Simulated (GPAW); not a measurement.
Crystal: FePt (Tetraferroplatinum).

```
Pt Fe
1.0
     2.72350    0.00000    0.00000
     0.00000    2.72350    0.00000
     0.00000    0.00000    3.72000
Pt Fe
1 1
Direct
  0.50000 0.50000 0.50000
  0.00000 0.00000 0.00000
```

* Program: GPAW 26.7.0
* Task: relaxation of cell and atoms
* Functional: PBE
* Potentials or basis: GPAW PAW data sets (gpaw-data 1.2.1)
* Cutoff: 600 eV
* Basis: pw
* k mesh: 7 × 7 × 5
* Occupations: fermi-dirac, width 0.05 eV
* Spin: collinear spin, ferromagnetic start
* Starting moments: [0.0, 3.0] μB

At the start: pressure 4.3 GPa; volume 13.80 Å³/atom.

Problem. Where does the relaxation end?

Solution. Over 9 steps the energy falls by 3.9 meV/atom and the volume is 14.10 Å³/atom (+2.2 %); space group P4/mmm (No. 123, to 0.05 Å); moment 3.33 μB per cell.

The path:
| step | energy change (eV) | largest force (eV/Å) | pressure (GPa) | volume (Å³) |
| --- | --- | --- | --- | --- |
| 1 | 0.0000 | 0.0000 | 4.34 | 27.59 |
| 2 | -0.0036 | 0.0000 | 3.15 | 27.75 |
| 3 | -0.0073 | 0.0000 | 1.15 | 28.02 |
| 4 | -0.0074 | 0.0000 | -1.06 | 28.33 |
| 5 | -0.0074 | 0.0000 | -0.99 | 28.32 |
| 6 | -0.0075 | 0.0000 | -0.86 | 28.31 |
| 7 | -0.0076 | 0.0000 | -0.67 | 28.28 |
| 8 | -0.0078 | 0.0000 | -0.44 | 28.24 |
| 9 | -0.0078 | 0.0000 | -0.18 | 28.21 |

Final structure:
```yaml
crystal:
  lattice:
    - [2.74257, 0.00000, 0.00000]
    - [0.00000, 2.74257, 0.00000]
    - [0.00000, 0.00000, 3.75018]
  atoms:
    - { symbol: Pt, position: [0.50000, 0.50000, 0.50000] }
    - { symbol: Fe, position: [0.00000, 0.00000, 0.00000] }
```

Caveat: each step starts from the last one's moments, so a moment once lost doesn't come back; later steps reuse the first step's grids.
